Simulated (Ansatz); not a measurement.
Here is the system:

```
ZnTe
1.0
    4.36995     0.00000     0.00000
    0.00000     4.36995     0.00000
    2.18498    -2.18498     3.02084
Te Zn
1 1
Direct
  0.25000   0.25000   0.50000
  0.00000   0.00000   0.00000
```

No spin polarisation.

Level of theory: Kohn–Sham DFT with the r2SCAN functional, run in Ansatz (a quantum-chemistry and plane-wave program) with PAW and 500 eV plane waves, scalar-relativistic without spin-orbit coupling. k-mesh 9×9×9 (Γ-centred); smearing 0.05 eV (Fermi–Dirac).

Task: Predict the in-plane stress, gap character, hole mass and band gap.

Result: The mean in-plane stress (compression positive) is -0.7 GPa. The gap character is direct at Γ. The hole mass is 0.11 mₑ out of plane, 0.45 mₑ in plane (at Γ) and the band gap is 1.68 eV.

Spin-orbit coupling, missing from the scalar runs, can matter with Te. The cells carry an imposed strain or load. Masses are band curvatures over ±0.01 Å⁻¹ around the edge. Whether these cells are dynamically stable was not tested. The cell was made from ZnTe in the zinc blende structure (space group F-43m, No. 216) by this change: biaxial strain +1.09 %, plane normal [001], relaxed out of plane.
